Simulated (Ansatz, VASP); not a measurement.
This is a calculation of TaN for VASP 6.6.1.

Contents of INCAR:

```
SYSTEM = TaN
PREC = Accurate ; ENCUT = 520
EDIFF = 1E-6 ; ISMEAR = 0
SIGMA = 0.02 ; LREAL = .False.
LASPH = .True. ; NELM = 100
ALGO = Normal ; ISIF = 2
LWAVE = .False. ; LCHARG = .False.
GGA = RP ; NBANDS = 15
```

KPOINTS

```
regular mesh
0
Gamma
  10 10 10
  0 0 0
```

The input POSCAR:

```
TaN
1.0
    0.0000000000      2.2113230000      2.2113230000
    2.2113230000      0.0000000000      2.2113230000
    2.2113230000      2.2113230000      0.0000000000
Ta N
1 1
Direct
    0.5000000000      0.5000000000      0.5000000000
    0.0000000000      0.0000000000      0.0000000000
```

Potentials or basis: VASP PAW PBE potentials, release 64 (Ta_pv, N).

Command:

```console
$ cat potpaw_PBE.64/Ta_pv/POTCAR potpaw_PBE.64/N/POTCAR > POTCAR
$ mpirun -np 1 vasp_std > vasp.out
```

Q: Set up the same calculation for Ansatz 0.2.0. Potentials there: Ansatz PAW.

A: As run (the cutoff follows the program's own potentials):

Contents of input.yaml:

```yaml
crystal:
  lattice:
    - [0.0, 2.211323, 2.211323]
    - [2.211323, 0.0, 2.211323]
    - [2.211323, 2.211323, 0.0]
  atoms:
    - { symbol: Ta, position: [0.5, 0.5, 0.5] }
    - { symbol: "N", position: [0.0, 0.0, 0.0] }
hamiltonian:
  xc: rpbe
  pseudopotentials: { kind: paw }
kpoints:
  mp_grid: { grid: [10, 10, 10] }
scf:
  occupations: { method: gaussian, width: 0.02 }
output:
  forces: true
  stress: true
  eigenvalues: true
```

Potentials or basis: Ansatz PAW.

Launch:

```bash
$ ansatz run input.yaml --threads 2 --pin off --max-ram 5632MiB --backend cpu --events-out ev --progress --plain --runs-dir out
```

Both were run:

|  | VASP | Ansatz | Ansatz less VASP |
| --- | --- | --- | --- |
| gap on the k mesh at the Fermi level (eV) | none | none | - |
| pressure (GPa) | 4.0 | 3.3 | -0.73 |

A gap of «none» marks a metal or a gap that the smearing closes. With one functional, cell and mesh, what is left measures potentials, basis and numerics. The two sets of potentials don't hold the same shells in valence.

Caveats: the PAW data sets were made with another functional, which shifts forces and pressure a little (VASP); the pressure holds a Pulay correction of +0.4 GPa for the finite cutoff (Ansatz); the PAW data sets come from PBE, with cores solved anew for the run's functional, which leaves a small shift of forces and pressure (Ansatz). Spin-orbit coupling is left out, which matters for the levels of Ta.
